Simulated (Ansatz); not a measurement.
Clean, relaxed (110) surface of W, space group Im-3m (No. 229) (top face towards +c; held atoms: 1, 2, 3, 4):

```
W
1.0
     5.47220    0.00000    0.00000
    -1.82407    5.15924    0.00000
     0.00000    0.00000   20.46803
W
12
Direct
  0.25000 0.25000 0.39085
  0.25000 0.75000 0.39085
  0.75000 0.25000 0.39085
  0.75000 0.75000 0.39085
  0.50000 0.50000 0.49763
  0.50000 0.00000 0.49763
  0.00000 0.50000 0.49763
  0.00000 0.00000 0.49763
  0.75000 0.75000 0.60437
  0.75000 0.25000 0.60437
  0.25000 0.75000 0.60437
  0.25000 0.25000 0.60437
```

Theory: DFT PBE+D3(BJ), scalar-relativistic, plane waves, PAW (Ansatz 0.2.0). Cutoff 420 eV; k points 4×4×1 on the computed 16-atom cell (Γ-centred); Gaussian smearing, width 0.10 eV; collinear spin. A dipole correction removes the field between periodic images along c.

CH3 is put on the top face, one molecule per 28.2 Å², and relaxed from 2 starts; the cell is lengthened along c to keep the vacuum. E_ads is per molecule, from the clean relaxed slab and the free relaxed molecule; negative means bound; no zero-point or thermal terms, forces under 0.04 eV/Å, and the free molecule is spin-polarised where open-shell. Heights count from the highest slab atom. Δp counts per cell along +c.

| start | E_ads (eV) | molecule | lowest atom's height (Å) | shortest contact | Δφ top (eV) | Δp (e·Å) |
| --- | --- | --- | --- | --- | --- | --- |
| open bond down, lowest atom C over a top W site | -2.98 | whole | 1.66 | H–W 2.20 Å | -1.15 | +0.182 |
| open bond down, lowest atom C over a hollow W-W-W site | -2.98 | whole | 1.66 | H–W 2.20 Å | -1.15 | +0.183 |

Each end is the local minimum that its start leads to.